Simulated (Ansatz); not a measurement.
# C (P6_3/mmc), one atom moved over a plane

Theory: DFT PBE+D3(BJ), scalar-relativistic, plane waves, PAW in Ansatz 0.2.0. Cutoff 420 eV, Γ-centred 24×24×8 k-points, Gaussian smearing of 0.15 eV. No spin polarisation. Energies are free energies at this smearing, counted from the undisturbed cell; pressure is positive in compression.

Zero of the scan (relaxed at this level):

```yaml
crystal:
  lattice:
    - [2.46498, 0.00000, 0.00000]
    - [-1.23249, 2.13474, 0.00000]
    - [0.00000, 0.00000, 6.73843]
  atoms:
    - { symbol: C, position: [0.00000, 0.00000, 0.00250] }
    - { symbol: C, position: [0.00000, 0.00000, 0.50250] }
    - { symbol: C, position: [0.33333, 0.66667, 0.00250] }
    - { symbol: C, position: [0.66667, 0.33333, 0.50250] }
```

Atom 3 (C) is moved by p along (1.000, 0.000, 0.000) and q along (0.000, 1.000, 0.000) (Å), all else fixed. Points are written (p, q).

Energy above the undisturbed cell in eV/cell (a dash: not computed):

```
 p \ q  -0.200  -0.100  0.000  0.100  0.200
-0.200    1.70    1.08   1.08   1.60   2.54
 0.000    1.26       –   0.00      –   0.89
 0.200    1.70    1.08   1.08   1.60   2.54
```

Pressure in GPa:

```
 p \ q  -0.200  -0.100  0.000  0.100  0.200
-0.200    13.6     8.4    9.1   14.2   22.3
 0.000    11.2       –    0.0      –    7.0
 0.200    13.6     8.4    9.1   14.2   22.3
```

Cost: 8 runs of about 7.5 core-minutes in all, on Intel Xeon Platinum 8175M (Skylake/Cascade Lake) (shared hosts).